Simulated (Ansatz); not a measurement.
**WC: equation of state with r2SCAN**

The system is WC.

```
CELL_PARAMETERS angstrom
0.00000 2.19268 2.19268
2.19268 0.00000 2.19268
2.19268 2.19268 0.00000
ATOMIC_POSITIONS crystal
W 0.00000 0.00000 0.00000
C 0.50000 0.50000 0.50000
```

Measurements of this composition are mostly on another form, of space group No. 187.

* Program: Ansatz 0.2.0
* Task: equation of state
* Functional: r2SCAN
* Potentials or basis: Ansatz PAW
* Cutoff: 500 eV
* Density cutoff: 2000 eV
* k mesh: 10 × 10 × 10
* Occupations: fermi-dirac, width 0.05 eV
* Spin: no spin polarisation

* Equilibrium volume: 10.39 Å³/atom
* Bulk modulus: 382 GPa
* Pressure derivative of the bulk modulus: 4.3

Energy against volume, from the lowest point:
```
volume (Å³/atom)  energy (meV/atom)
           9.910              28.36
          10.120               8.33
          10.331               0.00
          10.542               2.19
          10.753              13.83
          10.964              33.96
          11.175              61.71
```

All runs of the series together: 11 s on 2 threads of Arm Neoverse V2, on a shared host.

Caveat: the PAW data sets were made with another functional, which shifts forces and pressure a little. Spin-orbit coupling is left out, which matters for the levels of W.
